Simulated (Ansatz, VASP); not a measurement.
One calculation of AlN, two programs

The input INCAR:

```
SYSTEM = AlN
ALGO = Normal ; EDIFF = 1E-6
ENCUT = 520 ; GGA = PE
ISIF = 2 ; ISMEAR = 0
LASPH = .TRUE. ; LCHARG = .FALSE.
LREAL = .FALSE. ; LWAVE = .FALSE.
NBANDS = 11 ; NELM = 80
PREC = Accurate ; SIGMA = 0.05
```

KPOINTS

```
k-points
0
G
  10 10 10
  0 0 0
```

The input POSCAR:

```
AlN
1.0
    0.0000000000      2.2822732698      2.1839935596
    2.2822732698      0.0000000000      2.1839935596
    2.2822732698      2.2822732698      0.0000000000
Al N
1 1
Direct
    0.0000000000      0.0000000000      0.0000000000
    0.7500000000      0.7500000000      0.7500000000
```

Input for Ansatz:

```yaml
crystal:
  lattice:
    - [0.0, 2.2822732698, 2.1839935596]
    - [2.2822732698, 0.0, 2.1839935596]
    - [2.2822732698, 2.2822732698, 0.0]
  atoms:
    - { symbol: Al, position: [0.0, 0.0, 0.0] }
    - { symbol: "N", position: [0.75, 0.75, 0.75] }
basis:
  ecutwfc: 420
kpoints:
  mp_grid: { grid: [10, 10, 10] }
hamiltonian:
  xc: pbe
scf:
  occupations: { method: gaussian, width: 0.05 }
output:
  forces: true
  stress: true
  eigenvalues: true
```

Change from the starting cell: strain +0.0450 x Voigt [1, 1, 0, 0, 0, 0], atoms carried along.

Alike in both runs: task single point; functional PBE; k mesh 10 × 10 × 10; occupations gaussian, width 0.05 eV; no spin polarisation.

|  | VASP | Ansatz |
| --- | --- | --- |
| version | VASP 6.6.1 | Ansatz 0.2.0 |
| potentials or method | VASP PAW PBE potentials, release 64 (Al, N) | scalar-relativistic, plane waves, PAW |
| plane-wave cutoff (eV) | 520 | 420 |
| valence electrons in the cell | 8 | 8 |

```csv
,VASP,Ansatz,Ansatz less VASP
gap on the k mesh at the Fermi level (eV),3.05,3.06,+0.007
least direct gap on the mesh (eV),3.32,3.31,-0.005
pressure (GPa),-11.3,-11.0,+0.28
largest component of the traceless stress (GPa),3.59,3.57,-0.020
```

A k mesh can miss the band edges.
